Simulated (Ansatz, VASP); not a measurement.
## VSi in VASP and in Ansatz

```
V Si
1.0
     0.00000    2.76457    2.76457
     2.76457    0.00000    2.76457
     2.76457    2.76457    0.00000
V Si
1 1
Direct
  0.00000 0.00000 0.00000
  0.25000 0.25000 0.25000
```

Alike in both runs: functional PBE; k mesh 11 × 11 × 11; occupations fermi-dirac, width 0.05 eV; collinear spin.

Ansatz relaxed the structure, and its values are those at the end. VASP's run is a single point on that final structure, the one shown.

|  | VASP | Ansatz |
| --- | --- | --- |
| version | VASP 6.6.1 | Ansatz 0.2.0 |
| potentials or method | VASP PAW PBE potentials, release 64 (V_sv, Si) | PAW with Ansatz's default frozen-core files, scalar-relativistic |
| plane-wave cutoff (eV) | 520 | 420 |
| valence electrons in the cell | 17 | 17 |

|  | VASP | Ansatz | Ansatz less VASP |
| --- | --- | --- | --- |
| pressure (GPa) | 0.0 | 0.0 | -0.06 |
| net moment per atom (μB) | 0.28 | 0.27 | -0.002 |
| size of the moment on the site where the two differ most (μB) | 0.54 | 0.49 | -0.053 |

Site moments also hang on the region over which each program counts them. The functional is the same, so the differences come from potentials, cutoffs and numerics.
